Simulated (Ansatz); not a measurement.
# InP: the cost of one run

Computed with Ansatz 0.2.0 (DFT PBEsol, scalar-relativistic, plane waves, PAW, unless a step's input says otherwise).

The COD entry's cell or inner coordinates are ideal or old and differ from later refinements, so a difference from it is no clean test against experiment.

### Step 1. The structure to begin with

Symmetry: F-43m, No. 216, cubic system. The conventional cell has a = 5.861 Å, b = 5.861 Å, c = 5.861 Å, α = 90.00°, β = 90.00°, γ = 90.00°. In (site symmetry -43m) has 4 P at 2.54 Å as nearest neighbours. P (site symmetry -43m) is surrounded by 4 In at 2.54 Å.

Structure file:

```
In P
1.0
     0.00000    2.93050    2.93050
     2.93050    0.00000    2.93050
     2.93050    2.93050    0.00000
In P
1 1
Direct
  0.00000 0.00000 0.00000
  0.75000 0.75000 0.75000
```

The structure comes from the Crystallography Open Database.

### Step 2. Probe: one point at the start

input.yaml reads:

```yaml
crystal:
  lattice:
    - [0.0, 2.9305, 2.9305]
    - [2.9305, 0.0, 2.9305]
    - [2.9305, 2.9305, 0.0]
  atoms:
    - { symbol: In, position: [0.0, 0.0, 0.0] }
    - { symbol: P, position: [0.75, 0.75, 0.75] }
basis:
  ecutwfc: 420
kpoints:
  mp_grid: { grid: [6, 6, 6] }
hamiltonian:
  xc: pbesol
scf:
  occupations: { method: gaussian, width: 0.1 }
output:
  forces: true
  stress: true
  eigenvalues: true
```

The run is started by

```sh
> ansatz run input.yaml --threads 1 --pin off --max-ram 2560MiB --backend cpu --events-out ev --progress --plain --runs-dir out
```

What time and memory should one allow on 1 thread of Intel Xeon at 2.50GHz (Skylake/Cascade Lake), shared host?

About 2.9 s, with a peak of 0.32 GiB.
